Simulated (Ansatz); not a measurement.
# TiO2 (Pbcn): the host for defect calculations, part 2 of 3

Aim: the runs on the perfect crystal TiO2 (Pbcn) that a defect calculation needs first.

Ansatz 0.2.0; plane-wave PAW DFT, r2SCAN; relaxation of the host's cell and atoms; PAW set soft_1 (the session's first sound run).

So far. Step 3 (Dielectric tensors of the host): The principal values of the electronic dielectric tensor are 6.56, 7.66 and 8.12. The principal values of the static dielectric tensor are 32.60, 88.33 and 96.87.

### 4. Primitive cell on a dense mesh

A dense mesh gives the host's converged energy, against which the supercell's sampling is tested.

This step: plane-wave PAW DFT, r2SCAN; single point of the host's primitive cell on a dense mesh; PAW set soft_1 (Ansatz 0.2.0).

Contents of dense/input.yaml:

```yaml
crystal:
  lattice:
    - [4.5460961803, 0.0, 0.0]
    - [0.0, 5.5138360961, 0.0]
    - [0.0, 0.0, 4.8946346811]
  atoms:
    - { symbol: Ti, position: [0.5, 0.6758183551, 0.75] }
    - { symbol: Ti, position: [0.0, 0.8241816449, 0.25] }
    - { symbol: Ti, position: [0.5, 0.3241816449, 0.25] }
    - { symbol: Ti, position: [0.0, 0.1758183551, 0.75] }
    - { symbol: O, position: [0.7288708847, 0.6181611232, 0.0808332867] }
    - { symbol: O, position: [0.2288708847, 0.8818388768, 0.9191667133] }
    - { symbol: O, position: [0.7711291153, 0.8818388768, 0.5808332867] }
    - { symbol: O, position: [0.2711291153, 0.6181611232, 0.4191667133] }
    - { symbol: O, position: [0.7288708847, 0.3818388768, 0.5808332867] }
    - { symbol: O, position: [0.2288708847, 0.1181611232, 0.4191667133] }
    - { symbol: O, position: [0.7711291153, 0.1181611232, 0.0808332867] }
    - { symbol: O, position: [0.2711291153, 0.3818388768, 0.9191667133] }
basis:
  ecutwfc: 500
  xc_grid: 2
hamiltonian:
  xc: r2scan
  pseudopotentials: { kind: paw, azcp: { folder: soft_1 } }
kpoints:
  mp_grid: { grid: [6, 5, 6] }
scf:
  occupations: { method: fermi_dirac, width: 0.01 }
  max_iter: 80
```

Command:

```
> ansatz run input.yaml --threads 10 --pin off --max-ram 37683MiB --backend cpu --events-out ev --progress --plain --runs-dir out
```

Numbers of over 12 decimals in the logs are rounded to 6 here.

Log:

```text
[...]
Crystal: 12 atoms, lattice volume = 122.691 Å³
Basis set: ecut = 500 eV, 3109 PW (Γ), exchange–correlation on 72×90×72 points (8 copies of the dense FFT grid, shifted against one another)
Bands: 60, of which v1, the nominal top of the filled ones, is band 48 counted from 1 (47 counted from 0)
Symmetry: 8 space group operations
[...]
k-points: 48 of 180
[...]
SCF iter   1: F=—  HF=-14584.875706 eV  |F-HF|=—  |Δ(HF+E_count)|=         —  Δρ=8.09e-2  dr2=7.89e0  dr2_τ=1.38e0  ethr=3.10e-3  ⟨swp⟩=5.4  Hψ=9097  notcnv=0  defer=4
[...]
SCF iter   8: F=-14585.230132 eV  HF=-14585.230132 eV  |F-HF|=2.35e-8  |Δ(HF+E_count)|=   2.40e-7  Δρ=7.61e-6  dr2=5.63e-8  dr2_τ=3.11e-9  ethr=1.28e-10  ⟨swp⟩=1.8  Hψ=7252  notcnv=0
SCF 1 converged in 8 iterations: F = -14585.230132 eV  dr2 = 5.63e-8
[...]
SCF converged after 8 iterations
Free energy (F): -14585.230132 eV
[...]
Internal energy: -14585.230132 eV  (E = F + TS)
E sigma→0 (E₀):  -14585.230132 eV
Fermi energy:    10.118874 eV
[...]
```

It took 2.8 s on 10 threads of AMD EPYC 7R13 (Zen 3), shared host; peak memory 1.1 GiB.

### 5. Self-consistent run

This step: plane-wave PAW DFT, r2SCAN; single point of the defect-free supercell, a test of its k-points; PAW set soft_1 (Ansatz 0.2.0).

System of this step: TiO2 (Pbcn). The cell holds 96 atoms: 32 Ti and 64 O. Cell: a = 9.092 Å, b = 11.028 Å, c = 9.789 Å, α = 90.0°, β = 90.0°, γ = 90.0°.

Contents of pristine.sampling/input.yaml:

```yaml
crystal:
  lattice:
    - [9.0921923606, 0.0, 0.0]
    - [0.0, 11.0276721923, 0.0]
    - [0.0, 0.0, 9.7892693623]
  atoms:
    - { symbol: Ti, position: [0.25, 0.3379091776, 0.375] }
    - { symbol: Ti, position: [0.0, 0.4120908224, 0.125] }
    - { symbol: Ti, position: [0.25, 0.1620908224, 0.125] }
    - { symbol: Ti, position: [0.0, 0.0879091776, 0.375] }
    - { symbol: O, position: [0.3644354424, 0.3090805616, 0.0404166434] }
    - { symbol: O, position: [0.1144354424, 0.4409194384, 0.4595833566] }
    - { symbol: O, position: [0.3855645576, 0.4409194384, 0.2904166434] }
    - { symbol: O, position: [0.1355645576, 0.3090805616, 0.2095833566] }
    - { symbol: O, position: [0.3644354424, 0.1909194384, 0.2904166434] }
    - { symbol: O, position: [0.1144354424, 0.0590805616, 0.2095833566] }
    - { symbol: O, position: [0.3855645576, 0.0590805616, 0.0404166434] }
    - { symbol: O, position: [0.1355645576, 0.1909194384, 0.4595833566] }
    - { symbol: Ti, position: [0.25, 0.3379091776, 0.875] }
    - { symbol: Ti, position: [0.0, 0.4120908224, 0.625] }
    - { symbol: Ti, position: [0.25, 0.1620908224, 0.625] }
    - { symbol: Ti, position: [0.0, 0.0879091776, 0.875] }
    - { symbol: O, position: [0.3644354424, 0.3090805616, 0.5404166433] }
    - { symbol: O, position: [0.1144354424, 0.4409194384, 0.9595833566] }
    - { symbol: O, position: [0.3855645576, 0.4409194384, 0.7904166433] }
    - { symbol: O, position: [0.1355645576, 0.3090805616, 0.7095833567] }
    - { symbol: O, position: [0.3644354424, 0.1909194384, 0.7904166433] }
    - { symbol: O, position: [0.1144354424, 0.0590805616, 0.7095833567] }
    - { symbol: O, position: [0.3855645576, 0.0590805616, 0.5404166433] }
    - { symbol: O, position: [0.1355645576, 0.1909194384, 0.9595833566] }
    - { symbol: Ti, position: [0.25, 0.8379091776, 0.375] }
    - { symbol: Ti, position: [0.0, 0.9120908224, 0.125] }
    - { symbol: Ti, position: [0.25, 0.6620908224, 0.125] }
    - { symbol: Ti, position: [0.0, 0.5879091776, 0.375] }
    - { symbol: O, position: [0.3644354424, 0.8090805616, 0.0404166434] }
    - { symbol: O, position: [0.1144354424, 0.9409194384, 0.4595833566] }
[... 60 atom lines left out ...]
    - { symbol: O, position: [0.8855645576, 0.9409194384, 0.7904166433] }
    - { symbol: O, position: [0.6355645576, 0.8090805616, 0.7095833567] }
    - { symbol: O, position: [0.8644354424, 0.6909194384, 0.7904166433] }
    - { symbol: O, position: [0.6144354424, 0.5590805616, 0.7095833567] }
    - { symbol: O, position: [0.8855645576, 0.5590805616, 0.5404166433] }
    - { symbol: O, position: [0.6355645576, 0.6909194384, 0.9595833566] }
basis:
  ecutwfc: 500
  xc_grid: 2
hamiltonian:
  xc: r2scan
  pseudopotentials: { kind: paw, azcp: { folder: soft_1 } }
kpoints:
  mp_grid: { grid: [1, 1, 1], shift: [0.25, 0.25, 0.25] }
scf:
  occupations: { method: fermi_dirac, width: 0.01 }
  max_iter: 80
```

Command:

```
> ansatz run input.yaml --threads 10 --pin off --max-ram 37683MiB --backend cuda --events-out ev --progress --plain --runs-dir out
```

Log:

```text
[...]
device memory: the entry about to start is reckoned to put 6.5 GiB on a device that reports 78.6 GiB free
GPU FFT provider: cuFFT
GPU libraries: cuBLAS 13.8.2, cuFFT 12.4.0, cuSOLVER 12.3.4
Crystal: 96 atoms, lattice volume = 981.528 Å³
Basis set: ecut = 500 eV, 24899 PW (Γ), exchange–correlation on 144×162×144 points (8 copies of the dense FFT grid, shifted against one another)
Bands: 480, of which v1, the nominal top of the filled ones, is band 384 counted from 1 (383 counted from 0)
Symmetry: 16 space group operations
k-points: 1
[...]
GPU buffer pool allocated for 419904 grid points (all kernels)
GPU transforms: local potential and band sums: pruned to the plane-wave sphere, on 72×81×72
[...]
SCF iter   1: F=—  HF=-116678.983087 eV  |F-HF|=—  |Δ(HF+E_count)|=         —  Δρ=8.09e-2  dr2=6.33e1  dr2_τ=1.11e1  ethr=3.10e-3  ⟨swp⟩=6.0  Hψ=1516  notcnv=0  defer=9
[...]
SCF iter   9: F=-116681.841476 eV  HF=-116681.841476 eV  |F-HF|=3.87e-7  |Δ(HF+E_count)|=   2.62e-6  Δρ=9.69e-6  dr2=8.37e-7  dr2_τ=7.27e-8  ethr=1.28e-10  ⟨swp⟩=2.0  Hψ=1246  notcnv=0
SCF 1 converged in 9 iterations: F = -116681.841476 eV  dr2 = 8.37e-7
[...]
SCF converged after 9 iterations
Free energy (F): -116681.841476 eV
[...]
Internal energy: -116681.841476 eV  (E = F + TS)
E sigma→0 (E₀):  -116681.841476 eV
Fermi energy:    10.088507 eV
[...]
```

Wall time 2.1 s (1 × NVIDIA H100 80GB HBM3 with 10 threads); peak memory 1.3 GiB.

This step gave:

```
energy over dense mesh : -4.36e-6 eV/atom
```

### 6. Defect free supercell relaxed from its symmetric sites

This cell, the one that will hold the defects, is built from the relaxed host. Its coarser k-points can move the atoms a little, so it is relaxed from the symmetric sites, as the reference for the test of stability.

This step: plane-wave PAW DFT, r2SCAN; relaxation of the defect-free supercell from its symmetric sites; PAW set soft_1 (Ansatz 0.2.0).

pristine.symmetric/input.yaml, as its differences from pristine.sampling/input.yaml of step 5:

```diff
@@ -54 +54,12 @@
   max_iter: 80
+output:
+  forces: true
+relax:
+  f_tol: 0.01
+  max_steps: 60
+  escape_saddle: false
+checkpoint:
+  write: "../pristine.symmetric.run"
+  compress: false
+  write_wavefunctions: false
+  write_every: 100000
```

Log:

```text
[...]
GPU FFT provider: cuFFT
GPU libraries: cuBLAS 13.8.2, cuFFT 12.4.0, cuSOLVER 12.3.4
Crystal: 96 atoms, lattice volume = 981.528 Å³
Basis set: ecut = 500 eV, 24899 PW (Γ), exchange–correlation on 144×162×144 points (8 copies of the dense FFT grid, shifted against one another)
Bands: 480, of which v1, the nominal top of the filled ones, is band 384 counted from 1 (383 counted from 0)
Symmetry: 16 space group operations
k-points: 1
[...]
GPU buffer pool allocated for 419904 grid points (all kernels)
[...]
SCF iter   1: F=—  HF=-116678.983084 eV  |F-HF|=—  |Δ(HF+E_count)|=         —  Δρ=8.09e-2  dr2=6.33e1  dr2_τ=1.11e1  ethr=3.10e-3  ⟨swp⟩=6.0  Hψ=1516  notcnv=0  defer=9
[...]
SCF iter   9: F=-116681.841476 eV  HF=-116681.841476 eV  |F-HF|=4.34e-7  |Δ(HF+E_count)|=   2.62e-6  Δρ=9.94e-6  dr2=8.86e-7  dr2_τ=7.68e-8  ethr=3.26e-10  ⟨swp⟩=4.0  Hψ=1369  notcnv=0
SCF 1 converged in 9 iterations: F = -116681.841476 eV  dr2 = 8.86e-7
[...]
relax step   1: F+E_penalty+E_count = -116681.84147588 eV  Δ(F+E_penalty+E_count) = +0.000e0 eV  max|allowed force component| = 1.651e-2 eV/Å  Δτ_max = 0.0000 Å  (9 SCF iters, dr2 threshold 2.50e-6 eV, accepted)
[...]
SCF iter   6: F=-116681.841824 eV  HF=-116681.841824 eV  |F-HF|=1.05e-8  |Δ(HF+E_count)|=   3.15e-8  Δρ=1.49e-6  dr2=2.00e-8  dr2_τ=2.21e-9  ethr=1.30e-11  ⟨swp⟩=3.0  Hψ=1089  notcnv=0
SCF 2 converged in 6 iterations: F = -116681.841824 eV  dr2 = 2.00e-8
relax step   2: F+E_penalty+E_count = -116681.84182434 eV  Δ(F+E_penalty+E_count) = -3.485e-4 eV  max|allowed force component| = 5.325e-3 eV/Å  Δτ_max = 0.0012 Å  (6 SCF iters, accepted)
[...]
SCF iter   2: F=-116681.841824 eV  HF=-116681.841824 eV  |F-HF|=2.14e-9  |Δ(HF+E_count)|=   1.16e-9  Δρ=5.41e-7  dr2=4.96e-9  dr2_τ=3.66e-10  ethr=2.62e-12  ⟨swp⟩=3.0  Hψ=1060  notcnv=0
SCF 3 converged in 2 iterations: F = -116681.841824 eV  dr2 = 4.96e-9
SCF converged after 2 iterations
Free energy (F): -116681.841824 eV
[...]
Internal energy: -116681.841824 eV  (E = F + TS)
E sigma→0 (E₀):  -116681.841824 eV
Fermi energy:    10.088461 eV
[...]
--- Forces (eV/Å), atoms counted from 1 ---
  atom   1  Ti     0.00528187     0.00529586     0.00114225
  atom   2  Ti    -0.00451618     0.00531157     0.00114252
  atom   3  Ti    -0.00528187    -0.00529586    -0.00114225
  atom   4  Ti     0.00451618    -0.00531157    -0.00114252
  atom   5  O     -0.00024116     0.00044526    -0.00183850
  atom   6  O      0.00043693     0.00053305    -0.00161812
  atom   7  O     -0.00206481    -0.00179418    -0.00312170
  atom   8  O      0.00177090    -0.00307447    -0.00367772
  atom   9  O     -0.00177090     0.00307447     0.00367772
  atom  10  O      0.00206481     0.00179418     0.00312170
  atom  11  O     -0.00043693    -0.00053305     0.00161812
  atom  12  O      0.00024116    -0.00044526     0.00183850
  atom  13  Ti     0.00528187     0.00529586     0.00114225
  atom  14  Ti    -0.00451618     0.00531157     0.00114252
  atom  15  Ti    -0.00528187    -0.00529586    -0.00114225
  atom  16  Ti     0.00451618    -0.00531157    -0.00114252
  atom  17  O     -0.00024116     0.00044526    -0.00183850
  atom  18  O      0.00043693     0.00053305    -0.00161812
  atom  19  O     -0.00206481    -0.00179418    -0.00312170
  atom  20  O      0.00177090    -0.00307447    -0.00367772
  atom  21  O     -0.00177090     0.00307447     0.00367772
  atom  22  O      0.00206481     0.00179418     0.00312170
  atom  23  O     -0.00043693    -0.00053305     0.00161812
  atom  24  O      0.00024116    -0.00044526     0.00183850
  atom  25  Ti     0.00528187     0.00529586     0.00114225
  atom  26  Ti    -0.00451618     0.00531157     0.00114252
  atom  27  Ti    -0.00528187    -0.00529586    -0.00114225
  atom  28  Ti     0.00451618    -0.00531157    -0.00114252
  atom  29  O     -0.00024116     0.00044526    -0.00183850
  atom  30  O      0.00043693     0.00053305    -0.00161812
  atom  31  O     -0.00206481    -0.00179418    -0.00312170
  atom  32  O      0.00177090    -0.00307447    -0.00367772
  atom  33  O     -0.00177090     0.00307447     0.00367772
  atom  34  O      0.00206481     0.00179418     0.00312170
  atom  35  O     -0.00043693    -0.00053305     0.00161812
  atom  36  O      0.00024116    -0.00044526     0.00183850
  atom  37  Ti     0.00528187     0.00529586     0.00114225
  atom  38  Ti    -0.00451618     0.00531157     0.00114252
  atom  39  Ti    -0.00528187    -0.00529586    -0.00114225
  atom  40  Ti     0.00451618    -0.00531157    -0.00114252
[...]
atom  85  Ti     0.00528187     0.00529586     0.00114225
  atom  86  Ti    -0.00451618     0.00531157     0.00114252
  atom  87  Ti    -0.00528187    -0.00529586    -0.00114225
  atom  88  Ti     0.00451618    -0.00531157    -0.00114252
  atom  89  O     -0.00024116     0.00044526    -0.00183850
  atom  90  O      0.00043693     0.00053305    -0.00161812
  atom  91  O     -0.00206481    -0.00179418    -0.00312170
  atom  92  O      0.00177090    -0.00307447    -0.00367772
  atom  93  O     -0.00177090     0.00307447     0.00367772
  atom  94  O      0.00206481     0.00179418     0.00312170
  atom  95  O     -0.00043693    -0.00053305     0.00161812
  atom  96  O      0.00024116    -0.00044526     0.00183850
  max |Σ_I F_I| component: 6.29e-18 eV/Å
--- Relaxed structure (2 steps of the walk, 2 accepted, 0 SCFs on fresh bases) ---
  F+E_penalty+E_count = -116681.84182434 eV   max|allowed force component| = 5.325e-3 eV/Å
  atoms:
    - { symbol: Ti, position: [0.249991, 0.337936, 0.375016] }
    - { symbol: Ti, position: [5.934068961494063e-6, 0.412103, 0.125022] }
    - { symbol: Ti, position: [0.250009, 0.162064, 0.124984] }
    - { symbol: Ti, position: [-5.934068961494065e-6, 0.087897, 0.374978] }
    - { symbol: O, position: [0.364527, 0.309032, 0.040379] }
    - { symbol: O, position: [0.114327, 0.440876, 0.459545] }
    - { symbol: O, position: [0.385542, 0.440910, 0.290399] }
    - { symbol: O, position: [0.135585, 0.309049, 0.209563] }
    - { symbol: O, position: [0.364415, 0.190951, 0.290437] }
    - { symbol: O, position: [0.114458, 0.059090, 0.209601] }
    - { symbol: O, position: [0.385673, 0.059124, 0.040455] }
    - { symbol: O, position: [0.135473, 0.190968, 0.459621] }
    - { symbol: Ti, position: [0.249991, 0.337936, 0.875016] }
    - { symbol: Ti, position: [5.934068961494064e-6, 0.412103, 0.625022] }
    - { symbol: Ti, position: [0.250009, 0.162064, 0.624984] }
    - { symbol: Ti, position: [-5.934068961494066e-6, 0.087897, 0.874978] }
    - { symbol: O, position: [0.364527, 0.309032, 0.540379] }
    - { symbol: O, position: [0.114327, 0.440876, 0.959545] }
    - { symbol: O, position: [0.385542, 0.440910, 0.790399] }
    - { symbol: O, position: [0.135585, 0.309049, 0.709563] }
    - { symbol: O, position: [0.364415, 0.190951, 0.790437] }
    - { symbol: O, position: [0.114458, 0.059090, 0.709601] }
    - { symbol: O, position: [0.385673, 0.059124, 0.540455] }
    - { symbol: O, position: [0.135473, 0.190968, 0.959621] }
    - { symbol: Ti, position: [0.249991, 0.837936, 0.375016] }
    - { symbol: Ti, position: [5.934068961494065e-6, 0.912103, 0.125022] }
    - { symbol: Ti, position: [0.250009, 0.662064, 0.124984] }
    - { symbol: Ti, position: [-5.934068961494066e-6, 0.587897, 0.374978] }
    - { symbol: O, position: [0.364527, 0.809032, 0.040379] }
    - { symbol: O, position: [0.114327, 0.940876, 0.459545] }
    - { symbol: O, position: [0.385542, 0.940910, 0.290399] }
    - { symbol: O, position: [0.135585, 0.809049, 0.209563] }
    - { symbol: O, position: [0.364415, 0.690951, 0.290437] }
    - { symbol: O, position: [0.114458, 0.559090, 0.209601] }
    - { symbol: O, position: [0.385673, 0.559124, 0.040455] }
    - { symbol: O, position: [0.135473, 0.690968, 0.459621] }
    - { symbol: Ti, position: [0.249991, 0.837936, 0.875016] }
    - { symbol: Ti, position: [5.934068961494064e-6, 0.912103, 0.625022] }
    - { symbol: Ti, position: [0.250009, 0.662064, 0.624984] }
    - { symbol: Ti, position: [-5.934068961494065e-6, 0.587897, 0.874978] }
    - { symbol: O, position: [0.364527, 0.809032, 0.540379] }
    - { symbol: O, position: [0.114327, 0.940876, 0.959545] }
    - { symbol: O, position: [0.385542, 0.940910, 0.790399] }
    - { symbol: O, position: [0.135585, 0.809049, 0.709563] }
    - { symbol: O, position: [0.364415, 0.690951, 0.790437] }
    - { symbol: O, position: [0.114458, 0.559090, 0.709601] }
    - { symbol: O, position: [0.385673, 0.559124, 0.540455] }
    - { symbol: O, position: [0.135473, 0.690968, 0.959621] }
    - { symbol: Ti, position: [0.749991, 0.337936, 0.375016] }
    - { symbol: Ti, position: [0.500006, 0.412103, 0.125022] }
    - { symbol: Ti, position: [0.750009, 0.162064, 0.124984] }
    - { symbol: Ti, position: [0.499994, 0.087897, 0.374978] }
    - { symbol: O, position: [0.864527, 0.309032, 0.040379] }
    - { symbol: O, position: [0.614327, 0.440876, 0.459545] }
    - { symbol: O, position: [0.885542, 0.440910, 0.290399] }
    - { symbol: O, position: [0.635585, 0.309049, 0.209563] }
    - { symbol: O, position: [0.864415, 0.190951, 0.290437] }
    - { symbol: O, position: [0.614458, 0.059090, 0.209601] }
    - { symbol: O, position: [0.885673, 0.059124, 0.040455] }
    - { symbol: O, position: [0.635473, 0.190968, 0.459621] }
    - { symbol: Ti, position: [0.749991, 0.337936, 0.875016] }
    - { symbol: Ti, position: [0.500006, 0.412103, 0.625022] }
    - { symbol: Ti, position: [0.750009, 0.162064, 0.624984] }
    - { symbol: Ti, position: [0.499994, 0.087897, 0.874978] }
[...]
- { symbol: Ti, position: [0.749991, 0.837936, 0.375016] }
    - { symbol: Ti, position: [0.500006, 0.912103, 0.125022] }
    - { symbol: Ti, position: [0.750009, 0.662064, 0.124984] }
    - { symbol: Ti, position: [0.499994, 0.587897, 0.374978] }
[...]
- { symbol: O, position: [0.864415, 0.690951, 0.290437] }
    - { symbol: O, position: [0.614458, 0.559090, 0.209601] }
    - { symbol: O, position: [0.885673, 0.559124, 0.040455] }
    - { symbol: O, position: [0.635473, 0.690968, 0.459621] }
    - { symbol: Ti, position: [0.749991, 0.837936, 0.875016] }
    - { symbol: Ti, position: [0.500006, 0.912103, 0.625022] }
    - { symbol: Ti, position: [0.750009, 0.662064, 0.624984] }
    - { symbol: Ti, position: [0.499994, 0.587897, 0.874978] }
    - { symbol: O, position: [0.864527, 0.809032, 0.540379] }
    - { symbol: O, position: [0.614327, 0.940876, 0.959545] }
    - { symbol: O, position: [0.885542, 0.940910, 0.790399] }
    - { symbol: O, position: [0.635585, 0.809049, 0.709563] }
    - { symbol: O, position: [0.864415, 0.690951, 0.790437] }
    - { symbol: O, position: [0.614458, 0.559090, 0.709601] }
    - { symbol: O, position: [0.885673, 0.559124, 0.540455] }
    - { symbol: O, position: [0.635473, 0.690968, 0.959621] }
```

Run time: 3.5 s. Hardware: 1 × NVIDIA H100 80GB HBM3 with 10 threads; peak memory 1.3 GiB; 6.4 s of CPU time.

Hardly anything moved in the relaxation; the energy changed by under 0.2 meV an atom.

(Continued in part 3 of 3.)

[Logs are printed without paths, hosts, clocks, repeated set-up lines and the standing remarks that a program may print on its own settings, such as how far it seeks lower states.]

[Hosts, paths, dates, database ids (printed as entryN), source tags and the programs' standing remarks are cut or masked in the printed files.]

[Runs of the host that timed out are not shown.]

[For some hosts the program warned that the k-mesh of the response run may be too coarse for force constants and the static dielectric constant; such warnings are not always shown.]
